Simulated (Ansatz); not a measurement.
## CuO under changes of volume

One of the cells (10.163 Å³/atom); the others are scaled copies at fixed shape and fractional positions:

```xyz
4
Lattice="2.3446 -1.7134 0.0000 2.3446 1.7134 0.0000 -0.8605 0.0000 5.0594" Properties=species:S:1:pos:R:3 pbc="T T T"
Cu    1.1723    0.8457    0.0000
Cu    0.7420   -0.8457    2.5297
O     2.0724   -0.2841    1.2836
O     1.6421    0.2841    3.8133
```

| Quantity | Value |
| --- | --- |
| Program | Ansatz 0.2.0 |
| Functional | RPBE |
| Potentials or basis | Ansatz PAW |
| Cutoff | 420 eV (not typed: the program's choice for these potentials) |
| k mesh | 10 × 10 × 5 |
| Occupations | fermi-dirac, width 0.05 eV |
| Spin | no spin polarisation |

```tsv
volume (Å³/atom)	energy over the lowest point (meV/atom)	pressure (GPa)	largest force (eV/Å)
9.553	90.39	25.0	0.989
9.756	61.94	19.9	0.917
9.959	39.65	15.4	0.849
10.163	22.83	11.3	0.786
10.366	?	?	?
10.569	3.50	4.3	0.695
10.772	0.00	1.3	0.685
```

Task: What does the run at 10.366 Å³/atom give?

Result: Energy over the lowest point 10.95 meV/atom; pressure 7.6 GPa; largest force 0.727 eV/Å.

Worked out: A Birch-Murnaghan fit of order 3 (a polynomial in V^(-2/3)) to the other rows has its minimum at 10.87 Å³/atom, just outside them, with B0 = V·E''(V) = 140 GPa and B' = 4.9 at fixed shape and positions, which overstates the stiffness. It gives 10.97 meV/atom at 10.366 Å³/atom, against the run's 10.95, and -dE/dV = 7.5 GPa, against 7.6.

Energies are extrapolated to zero smearing.

Caveats: the run has no spin polarisation, though such a crystal can be magnetic; the PAW data sets come from PBE, with cores solved anew for the run's functional, which leaves a small shift of forces and pressure.
